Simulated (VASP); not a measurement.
# Se (P3_121) in VASP: further runs

The runs below take Se through dielectric tensor, with LDA.

Program: VASP 6.6.1. These are calculated values, not measurements. Logs are shortened: lines on timing, memory, paths and dates and some standing lists are left out, and cuts for length are marked.

## Step 1: The structure

The structure is trigonal, space group P3_121 (No. 152). Conventional cell: a = 4.366 Å, b = 4.366 Å, c = 4.954 Å, α = 90.00°, β = 90.00°, γ = 120.00°. Se (site symmetry 2) has 2 Se at 2.37 Å as nearest neighbours.

## Step 2: Dielectric tensor, LDA

Contents of INCAR:

```
PREC = Accurate
ENCUT = 650
EDIFF = 1E-8
ISMEAR = 0
SIGMA = 0.01
LREAL = False
LASPH = True
NELM = 100
ALGO = Normal
ISIF = 2
LWAVE = False
LCHARG = False
LEPSILON = True
```

Contents of KPOINTS:

```
regular mesh
0
Gamma
  5 5 4
```

Contents of POSCAR:

```
Se
1.0
    4.3662000000      0.0000000000      0.0000000000
   -2.1831000000      3.7812401180      0.0000000000
    0.0000000000      0.0000000000      4.9536000000
Se
3
Direct
    0.7746000000      0.7746000000      0.0000000000
    0.0000000000      0.2254000000      0.6666666667
    0.2254000000      0.0000000000      0.3333333333
```

Potentials or basis: VASP PAW LDA potentials, release 64 (Se).

On the command line:

```sh
$ cat potpaw_LDA.64/Se/POTCAR > POTCAR
$ mpirun -np 1 vasp_std > vasp.out
```

OUTCAR:

```text
PREC = Accurate
   ENCUT = 650
   EDIFF = 1E-8
   ISMEAR = 0
   LREAL = False
   LASPH = True
   NELM = 100
   ISIF = 2
   LEPSILON = True

 Found     17 irreducible k-points:

 Following reciprocal coordinates:
            Coordinates               Weight
  0.000000  0.000000  0.000000      1.000000
  0.200000 -0.000000  0.000000      6.000000
  0.400000 -0.000000  0.000000      6.000000
  0.200000  0.200000  0.000000      6.000000
  0.400000  0.200000  0.000000      6.000000
  0.000000  0.000000  0.250000      2.000000
   k-points           NKPTS =     17   k-points in BZ     NKDIM =     17   number of bands    NBANDS=     13
   number of dos      NEDOS =    301   number of ions     NIONS =      3
   total plane-waves  NPLWV =  54432
   dimension x,y,z NGX =    36 NGY =   36 NGZ =   42
   dimension x,y,z NGXF=    72 NGYF=   72 NGZF=   84
   ions per type =               3
   NGX,Y,Z   is equivalent  to a cutoff of  13.71, 13.71, 14.10 a.u.
   NGXF,Y,Z  is equivalent  to a cutoff of  27.41, 27.41, 28.19 a.u.
 SYSTEM =  unknown system
   PREC   = accura    normal or accurate (medium, high low for compatibility)
   ISTART =      0    job   : 0-new  1-cont  2-samecut
   ICHARG =      2    charge: 1-file 2-atom 10-const
   ISPIN  =      1    spin polarized calculation?
   LNONCOLLINEAR =      F non collinear calculations
   LSORBIT =      F    spin-orbit coupling
   LASPH  =      T    aspherical Exc in radial PAW
   ENCUT  =  650.0 eV  47.77 Ry    6.91 a.u.   9.08  9.08 10.30*2*pi/ulx,y,z
   NELM   =    100;   NELMIN=  2; NELMDL= -5     # of ELM steps
   EDIFF  = 0.1E-07   stopping-criterion for ELM
   LREAL  =      F    real-space projection
   EDIFFG = 0.1E-06   stopping-criterion for IOM
   NSW    =      0    number of steps for IOM
   IBRION =     -1    ionic relax: 0-MD 1-quasi-New 2-CG
   NFREE  =      0    steps in history (QN), initial steepest desc. (CG)
   ISIF   =      2    stress and relaxation
   ISYM   =      2    0-nonsym 1-usesym 2-fastsym
   POTIM  = 0.5000    time-step for ionic-motion
   TEBEG  =    0.0;   TEEND  =   0.0 temperature during run
   PSTRESS=    0.0 pullay stress
   NELECT =      18.0000    total number of electrons
   NUPDOWN=      -1.0000    fix difference up-down
   EMIN   =  10.00;   EMAX   =-10.00  energy-range for DOS
   EFERMI =   0.00;   METHOD = LEGACY
   ISMEAR =     0;   SIGMA  =   0.01  broadening in eV -4-tet -1-fermi 0-gaus
   EFERMI_NEDOS =   21; number of points for ismear=-14 and -15
   IALGO  =     38    algorithm
   IMIX   =      4    mixing-type and parameters
     AMIX     =   0.40;   BMIX     =  1.00
     AMIX_MAG =   1.60;   BMIX_MAG =  1.00
  volume/ion in A,a.u.               =      27.26       183.96
  Fermi-wavevector in a.u.,A,eV,Ry     =   0.988430  1.867862 13.292817  0.976995
  Thomas-Fermi vector in A             =   2.119956
   LORBIT       =      0    0 simple, 1 ext, 2 COOP (PROOUT), +10 PAW based schemes
   GGA     = CA    functional components
   LHFCALC =     F    Hartree Fock is set to
   AEXX    =    0.0000 exact exchange contribution
   IVDW    =     0    specifies the selected vdW correction
   LEPSILON=     T    determine dielectric tensor
   LRPA    =     F    only Hartree local field effects (RPA)
 non-spin polarized calculation
 Gauss-broadening in eV      SIGMA  =   0.01
  energy-cutoff  :      650.00
  volume of cell :       81.78
 maximum number of plane-waves:      3104
   NGX = 19   NGY = 19   NGZ = 21

--------------------------------------- Ionic step        1  -------------------------------------------

 number of electron      17.9999997 magnetization

 E-fermi :   2.7312     XC(G=0):  -9.1838

 val. band max:        2.6363414896   @ k =   0.4000   0.2000   0.5000
 cond. band min:       3.7510980422   @ k =   0.0000   0.0000   0.5000
 fundamental gap:      1.1147565526
 Fermi energy:         2.7312293348

 k-point     1 :       0.0000    0.0000    0.0000
  band No.  band energies     occupation
      1     -13.2159      2.00000
      2      -9.0966      2.00000
      3      -9.0966      2.00000
      4      -1.1899      2.00000
      5      -1.1899      2.00000
      6      -1.1318      2.00000
      7       0.6118      2.00000
      8       0.6118      2.00000
      9       2.2633      2.00000
     10       4.4580      0.00000
     11       4.4580      0.00000
     12       4.7510      0.00000
     13       8.5473      0.00000

 k-point     2 :       0.2000   -0.0000    0.0000
  band No.  band energies     occupation
      1     -13.0674      2.00000
      2      -9.2358      2.00000
      3      -9.0824      2.00000
      4      -2.0397      2.00000
      5      -1.5997      2.00000
      6      -0.9406      2.00000
      7       0.6485      2.00000
      8       1.0376      2.00000
      9       1.9736      2.00000
     10       4.3863      0.00000
     11       4.4890      0.00000
     12       5.1490      0.00000
     13       8.5836      0.00000

 k-point     3 :       0.4000   -0.0000    0.0000
  band No.  band energies     occupation
      1     -12.7856      2.00000
      2      -9.5344      2.00000
      3      -9.0581      2.00000
      4      -2.4926      2.00000
      5      -2.0158      2.00000
      6      -0.9128      2.00000
      7       0.0075      2.00000
      8       0.8862      2.00000
      9       1.6923      2.00000
     10       4.4954      0.00000
     11       4.8440      0.00000
     12       6.3924      0.00000
     13       7.8730      0.00000

 k-point     4 :       0.2000    0.2000    0.0000
  band No.  band energies     occupation
      1     -12.8461      2.00000
      2      -9.4006      2.00000
      3      -9.1352      2.00000
      4      -2.3375      2.00000
      5      -2.1318      2.00000
      6      -0.7419      2.00000
      7       0.3141      2.00000
      8       0.7682      2.00000
      9       1.4450      2.00000
     10       4.8137      0.00000
     11       5.1436      0.00000
     12       5.7139      0.00000
     13       8.2368      0.00000

 k-point     5 :       0.4000    0.2000    0.0000
  band No.  band energies     occupation
      1     -12.6892      2.00000
      2      -9.5056      2.00000
      3      -9.2032      2.00000
      4      -2.4406      2.00000
      5      -2.2487      2.00000
      6      -0.4999      2.00000
      7      -0.2473      2.00000
      8       0.4073      2.00000
      9       1.1916      2.00000
     10       5.0626      0.00000
     11       5.6020      0.00000
     12       6.4303      0.00000
     13       8.2556      0.00000

 k-point     6 :       0.0000    0.0000    0.2500
  band No.  band energies     occupation
      1     -12.9204      2.00000
      2     -10.7201      2.00000
      3      -7.5672      2.00000
      4      -1.7993      2.00000
      5      -0.9726      2.00000
      6      -0.8454      2.00000
      7       0.7021      2.00000
      8       1.0927      2.00000
      9       1.8236      2.00000
     10       3.9956      0.00000
     11       4.1100      0.00000
     12       4.2568      0.00000
     13       9.2475      0.00000

 [... further k-points ...]

  FORCE on cell =-STRESS in cart. coord.  units (eV):
  Direction    XX          YY          ZZ          XY          YZ          ZX
  --------------------------------------------------------------------------------------
  -------------------------------------------------------------------------------------
  Total       -0.7898202     -0.7898202     -0.0480443      0.0000000     -0.0000000     -0.0000000
  in kB      -15.4731946    -15.4731946     -0.9412262      0.0000000     -0.0000000     -0.0000000
  external PRESSURE =     -10.6292052 kB  Pullay stress =       0.0000000 kB

 VOLUME and BASIS-vectors are now :
 -----------------------------------------------------------------------------
  energy-cutoff  :      650.00
  volume of cell :       81.78
      direct lattice vectors                 reciprocal lattice vectors
     4.366200000  0.000000000  0.000000000     0.229032110  0.132231751  0.000000000
    -2.183100000  3.781240118  0.000000000     0.000000000  0.264463501  0.000000000
     0.000000000  0.000000000  4.953600000     0.000000000  0.000000000  0.201873385

 POSITION                                       TOTAL-FORCE (eV/Angst)
 -----------------------------------------------------------------------------------
      1.69103      2.92895      0.00000        -0.132638     -0.229736      0.000000
     -0.49207      0.85229      3.30240        -0.132638      0.229736      0.000000
      0.98414      0.00000      1.65120         0.265276     -0.000000     -0.000000
 -----------------------------------------------------------------------------------
    total drift:                               -0.000000     -0.000000     -0.000000

  FREE ENERGIE OF THE ION-ELECTRON SYSTEM (eV)
  ---------------------------------------------------
  free  energy   TOTEN  =       -12.3224961836 eV

  energy  without entropy=      -12.3224961836  energy(sigma->0) =      -12.32249618

 HEAD OF MICROSCOPIC STATIC DIELECTRIC TENSOR (INDEPENDENT PARTICLE, excluding Hartree and local field effects)
 ------------------------------------------------------
          11.907913    -0.000000    -0.000000
           0.000000    11.907913     0.000000
          -0.000000     0.000000    17.066261
 ------------------------------------------------------

 Free energy of the ion-electron system (eV)
  ---------------------------------------------------
  ---------------------------------------------------
  free energy    TOTEN  =        -2.21829234 eV

  energy without entropy =       -2.21829234

------------------------ aborting loop because EDIFF is reached ----------------------------------------

--------------------------------------- Ionic step        2  -------------------------------------------

------------------------ aborting loop because EDIFF is reached ----------------------------------------

--------------------------------------- Ionic step        3  -------------------------------------------

 Free energy of the ion-electron system (eV)
  ---------------------------------------------------
  ---------------------------------------------------
  free energy    TOTEN  =        -3.51579794 eV

  energy without entropy =       -3.51579794

------------------------ aborting loop because EDIFF is reached ----------------------------------------

 PIEZOELECTRIC TENSOR FIELD DIRECTION 3  (e Angst)
 -----------------------------------------------------------------------------
     0.00366 -0.00000  0.00000           ( -0.00000  0.00000  0.00000)
     0.00000  0.00366  0.00000           (  0.00000 -0.00000  0.00000)
     0.00000  0.00000 -0.00376           (  0.00000  0.00000 -0.00000)

 PIEZOELECTRIC TENSOR FIELD DIRECTION 3  (C/m^2)
 -----------------------------------------------------------------------------
     0.00072 -0.00000  0.00000
     0.00000  0.00072  0.00000
     0.00000  0.00000 -0.00074

 MACROSCOPIC STATIC DIELECTRIC TENSOR (including local field effects in DFT)
 ------------------------------------------------------
          10.375390     0.000000    -0.000000
          -0.000000    10.375390     0.000000
          -0.000000     0.000000    15.795727
 ------------------------------------------------------

 PIEZOELECTRIC TENSOR (including local field effects)  for field in x, y, z        (e  Angst)
          XX          YY          ZZ          XY          YZ          ZX
  --------------------------------------------------------------------------------
  x    -1.81710     1.81710     0.00000     0.00000     0.20864     0.00000
  y     0.00000    -0.00000     0.00000     1.81710    -0.00000    -0.20864
  z     0.00000     0.00000     0.00000     0.00000     0.00000     0.00000

 PIEZOELECTRIC TENSOR (including local field effects)  for field in x, y, z        (C/m^2)
          XX          YY          ZZ          XY          YZ          ZX
  --------------------------------------------------------------------------------
  x    -0.35598     0.35598     0.00000     0.00000     0.04087     0.00000
  y     0.00000    -0.00000     0.00000     0.35598    -0.00000    -0.04087
  z     0.00000     0.00000     0.00000     0.00000     0.00000     0.00000

 BORN EFFECTIVE CHARGES (including local field effects) (in |e|, cummulative output)
 ---------------------------------------------------------------------------------
 ion    1
    1    -0.43005     0.74487     0.34239
    2     0.74487     0.43005    -0.19768
    3     0.72901    -0.42090     0.00000
 ion    2
    1    -0.43005    -0.74487    -0.34239
    2    -0.74487     0.43005    -0.19768
    3    -0.72901    -0.42090    -0.00000
 ion    3
    1     0.86010     0.00000     0.00000
    2     0.00000    -0.86010     0.39536
    3     0.00000     0.84179     0.00000
```

It took 3 min on 1 thread of AMD EPYC 9R45 (Zen 5), shared host; peak memory 0.29 GiB.

The run converged, but some of its settings lie outside the range that counts as converged, so its numbers aren't taken as properties of the crystal.

Results:

```yaml
Band_gap_on_the_k_mesh: 1.11 eV, indirect (least direct gap 1.26 eV)
Electronic_dielectric_tensor_diagonal: 10.38, 10.38, 15.80
Born_charges_mean_of_the_diagonal: Se +0.00 e
```

Caveat: an odd mesh through Γ misses points on the zone boundary, where band edges often lie.

## Step 3: Dielectric tensor, LDA

Changes to INCAR since step 2:

```diff
@@ -1,3 +1,3 @@
 PREC = Accurate
-ENCUT = 650
+ENCUT = 400
 EDIFF = 1E-8
```

Contents of KPOINTS:

```
regular mesh
0
Gamma
  7 7 5
```

POSCAR is that of step 2.

Potentials or basis: VASP PAW LDA potentials, release 64 (Se).

On the command line:

```sh
$ cat potpaw_LDA.64/Se/POTCAR > POTCAR
$ mpirun -np 1 vasp_std > vasp.out
```

OUTCAR:

```text
PREC = Accurate
   ENCUT = 400
   EDIFF = 1E-8
   ISMEAR = 0
   LREAL = False
   LASPH = True
   NELM = 100
   ISIF = 2
   LEPSILON = True

 Found     32 irreducible k-points:

 Following reciprocal coordinates:
            Coordinates               Weight
  0.000000  0.000000  0.000000      1.000000
  0.142857  0.000000  0.000000      6.000000
  0.285714  0.000000  0.000000      6.000000
  0.428571 -0.000000  0.000000      6.000000
  0.142857  0.142857  0.000000      6.000000
  0.285714  0.142857  0.000000     12.000000
   k-points           NKPTS =     32   k-points in BZ     NKDIM =     32   number of bands    NBANDS=     13
   number of dos      NEDOS =    301   number of ions     NIONS =      3
   total plane-waves  NPLWV =  25088
[... 239 lines left out ...]
 ------------------------------------------------------
           9.769501     0.000000     0.000000
           0.000000     9.769501     0.000000
           0.000000     0.000000    15.059855
 ------------------------------------------------------

 PIEZOELECTRIC TENSOR (including local field effects)  for field in x, y, z        (e  Angst)
          XX          YY          ZZ          XY          YZ          ZX
  --------------------------------------------------------------------------------
  x    -1.74327     1.74327     0.00000     0.00000     0.12582     0.00000
  y    -0.00000     0.00000     0.00000     1.74327     0.00000    -0.12582
  z     0.00000     0.00000     0.00000     0.00000     0.00000     0.00000

 PIEZOELECTRIC TENSOR (including local field effects)  for field in x, y, z        (C/m^2)
          XX          YY          ZZ          XY          YZ          ZX
  --------------------------------------------------------------------------------
  x    -0.34152     0.34152     0.00000     0.00000     0.02465     0.00000
  y    -0.00000     0.00000     0.00000     0.34152     0.00000    -0.02465
  z     0.00000     0.00000     0.00000     0.00000     0.00000     0.00000

 BORN EFFECTIVE CHARGES (including local field effects) (in |e|, cummulative output)
 ---------------------------------------------------------------------------------
 ion    1
    1    -0.43119     0.74685     0.36660
    2     0.74685     0.43119    -0.21166
    3     0.71932    -0.41530     0.00000
 ion    2
    1    -0.43119    -0.74685    -0.36660
    2    -0.74685     0.43119    -0.21166
    3    -0.71932    -0.41530    -0.00000
 ion    3
    1     0.86238     0.00000     0.00000
    2     0.00000    -0.86238     0.42331
    3    -0.00000     0.83060     0.00000
```

Wall time 2.9 min (1 thread of AMD EPYC 9R45 (Zen 5), shared host); peak memory 0.26 GiB.

These settings aren't checked as converged: the numbers below hold their error.

Results:

| Item | Value |
| --- | --- |
| Band gap on the k mesh | 1.14 eV, indirect (least direct gap 1.53 eV) |
| Electronic dielectric tensor (diagonal) | 9.77, 9.77, 15.06 |
| Born charges (mean of the diagonal) | Se +0.00 e |

Caveat: an odd mesh through Γ misses points on the zone boundary, where band edges often lie.
